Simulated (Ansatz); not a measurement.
Write the native input for Ansatz 0.2.0 that does the following.

* Task: density of states
* Functional: PBEsol
* Potentials or basis: all-electron LAPW, scalar-relativistic
* Cutoff: 324 eV (chosen from the basis error)
* Basis error allowed: 0.001 eV/atom
* k mesh: 10 × 10 × 10
* Occupations: fermi-dirac, width 0.05 eV
* Spin: collinear spin, ferromagnetic start
* Starting moments: [4.0, 0.0] μB
* Hubbard terms: Mn d U = 6 eV

MnO:

```xyz
2
Lattice="0.0000 2.2239 2.2239 2.2239 0.0000 2.2239 2.2239 2.2239 0.0000" Properties=species:S:1:pos:R:3 pbc="T T T"
Mn    0.0000    0.0000    0.0000
O     2.2239    2.2239    2.2239
```

The cell is a database's computed one.

One way to write it, as run:

input.yaml

```yaml
crystal:
  lattice:
    - [0.0, 2.2239077028, 2.2239077028]
    - [2.2239077028, 0.0, 2.2239077028]
    - [2.2239077028, 2.2239077028, 0.0]
  atoms:
    - { symbol: Mn, position: [0.0, 0.0, 0.0], spin: 4.0 }
    - { symbol: O, position: [0.5, 0.5, 0.5] }
kpoints:
  mp_grid: { grid: [10, 10, 10] }
scf:
  occupations: { method: fermi_dirac, width: 0.05 }
hamiltonian:
  xc: pbesol
  pseudopotentials: { kind: all_electron, lapw: { basis_error: 0.001 } }
  hubbard:
    sites: [{ species: Mn, l: d, u_eff: 6 }]
    double_counting: fll
    projectors: ortho-atomic
magnetization:
  spin_polarized: true
output:
  forces: true
  stress: true
  eigenvalues: true
  dos: { projected: false, de: 0.2, e_range: [-20, 10] }
  hubbard: {}
```

Potentials or basis: all-electron LAPW, scalar-relativistic.

Launch:

```bash
$ ansatz run input.yaml --threads 2 --pin off --max-ram 6144MiB --backend cpu --events-out ev --progress --plain --runs-dir out
```

It gave:

```
Pressure               : 5.2 GPa
Band gap on the k mesh : 0.32 eV, indirect (least direct gap 2.44 eV)
Net moment             : 5.00 μB per cell
Absolute moment        : 5.00 μB per cell
Site moments           : Mn +4.60; O +0.14 μB
```

Caveat: the magnetic state may not be the lowest; U is the effective U less J, on atomic orbitals that reach past the spheres; a cell with one magnetic atom can't hold antiferromagnetic order, which such compounds often take.

It took 11 s on 2 threads of Arm Neoverse V2 (shared host), peak memory 0.41 GiB.
